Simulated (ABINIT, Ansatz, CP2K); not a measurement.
## Cost and result for the equilibrium volume of Si

```
Si
1.0
    -2.37137    2.37137    1.32927
     2.37137   -2.37137    1.32927
     2.37137    2.37137   -1.32927
Si
2
Cartesian
  0.0000 0.0000 1.3293
  2.3714 0.0000 0.6646
```

This isn't the form of Si at room conditions, which is diamond.

| rung | level | program and potentials | cutoff (eV) | k mesh | smearing | core time | chip | equilibrium volume (Å³/atom) | notes |
| --- | --- | --- | --- | --- | --- | --- | --- | --- | --- |
| GGA | PBEsol | Ansatz, Ansatz PAW | 420 | 11 × 11 × 11 | fermi-dirac 0.05 | 6 s | AMD EPYC 9R45 Zen 5 | 14.99 | potentials made for PBE, which Ansatz adapts in part |
| GGA | BLYP | Ansatz, Ansatz PAW | 420 | 11 × 11 × 11 | fermi-dirac 0.05 | 7.9 s | AMD EPYC 9R45 Zen 5 | 16.71 | potentials made for PBE, which Ansatz adapts in part |
| GGA + dispersion | PBEsol+D4 | Ansatz, Ansatz PAW | 420 | 11 × 11 × 11 | fermi-dirac 0.05 | 12 s | Intel Xeon 6975P-C Granite Rapids | 14.67 | potentials made for PBE, which Ansatz adapts in part |
| GGA + dispersion | BLYP+D3(BJ) | Ansatz, Ansatz PAW | 420 | 11 × 11 × 11 | fermi-dirac 0.05 | 13 s | Intel Xeon 6975P-C Granite Rapids | 14.96 | potentials made for PBE, which Ansatz adapts in part |
| GGA + dispersion | PBEsol+D3(BJ) | Ansatz, Ansatz PAW | 420 | 11 × 11 × 11 | fermi-dirac 0.05 | 13 s | Intel Xeon 6975P-C Granite Rapids | 14.49 | potentials made for PBE, which Ansatz adapts in part |
| LDA | LDA | Ansatz, Ansatz PAW | 420 | 11 × 11 × 11 | fermi-dirac 0.05 | 13 s | AMD EPYC 7R13 Zen 3 | 14.79 | potentials made for PBE, which Ansatz adapts in part |
| GGA + dispersion | BLYP+D4 | Ansatz, Ansatz PAW | 420 | 11 × 11 × 11 | fermi-dirac 0.05 | 13 s | Intel Xeon 6975P-C Granite Rapids | 15.17 | potentials made for PBE, which Ansatz adapts in part |
| LDA | LDA | ABINIT, PseudoDojo NC SR LDA v0.4.1 standard | 435 | 8 × 8 × 8 | fermi-dirac 0.05 | 31 s | Arm Neoverse V2 | 14.84 | - |
| GGA | PBEsol | ABINIT, PseudoDojo NC SR PBEsol v0.4 stringent | 490 | 8 × 8 × 8 | fermi-dirac 0.05 | 54 s | Arm Neoverse V1 | 15.07 | - |
| hybrid | PBEsol0 | Ansatz, Ansatz PAW | 420 | 6 × 6 × 6 | fermi-dirac 0.05 | 77 s | AMD EPYC 7R13 Zen 3 | 14.76 | coarse mesh; potentials made for PBE, which Ansatz adapts in part |
| hybrid | HSE03 | Ansatz, Ansatz PAW | 420 | 6 × 6 × 6 | fermi-dirac 0.05 | 85 s | AMD EPYC 7R13 Zen 3 | 15.02 | coarse mesh; potentials made for PBE, which Ansatz adapts in part |
| hybrid | HSEsol | Ansatz, Ansatz PAW | 420 | 6 × 6 × 6 | fermi-dirac 0.05 | 87 s | AMD EPYC 7R13 Zen 3 | 14.79 | coarse mesh; potentials made for PBE, which Ansatz adapts in part |
| hybrid | HSE06 | Ansatz, Ansatz PAW | 420 | 6 × 6 × 6 | fermi-dirac 0.05 | 88 s | AMD EPYC 7R13 Zen 3 | 14.99 | coarse mesh; potentials made for PBE, which Ansatz adapts in part |
| hybrid | B3LYP | Ansatz, Ansatz PAW | 420 | 6 × 6 × 6 | fermi-dirac 0.05 | 100 s | AMD EPYC 7R13 Zen 3 | 15.75 | coarse mesh; potentials made for PBE, which Ansatz adapts in part |
| hybrid | PBE0 | Ansatz, Ansatz PAW | 420 | 6 × 6 × 6 | fermi-dirac 0.05 | 1.7 min | AMD EPYC 7R13 Zen 3 | 14.93 | coarse mesh; potentials made for PBE, which Ansatz adapts in part |
| LDA | LDA | CP2K, GTH_POTENTIALS Si GTH-PADE-q4; TZVP-MOLOPT-PBE-GTH basis | - | 9 × 9 × 9 | fermi-dirac 0.05 | 5.2 min | Arm Neoverse V2 | 14.72 | atomic basis |
| LDA | LDA | ABINIT, JTH PAW LDA v2.0 | 408 | 11 × 11 × 11 | fermi-dirac 0.05 | 6.1 min | AMD EPYC 7R43 Zen 3 | 14.81 | - |

Times are single runs on shared hosts and different chips, so they are rough; meshes, cutoffs and the tasks' sizes weigh on the time. Task: relaxation of cell and atoms. All rows: no spin polarisation. Smearing widths are in eV. For a metal such meshes aren't converged. Meshes differ between rows, which moves values too. Meshes are those of the run's cell of 2 atoms unless a note names another. Relaxations start from the cell shown or near it and stop with a little pressure left. Runs on faulty files, with rough fits or with known faults for this quantity aren't shown. PBE isn't shown for this crystal. No row holds spin-orbit coupling.

By rung: LDA 14.79 to 14.84; GGA 14.99 to 16.71; GGA + dispersion 14.49 to 15.17; LDA in atomic bases 14.72; hybrid on coarse meshes 14.76 to 15.75 (Å³/atom).
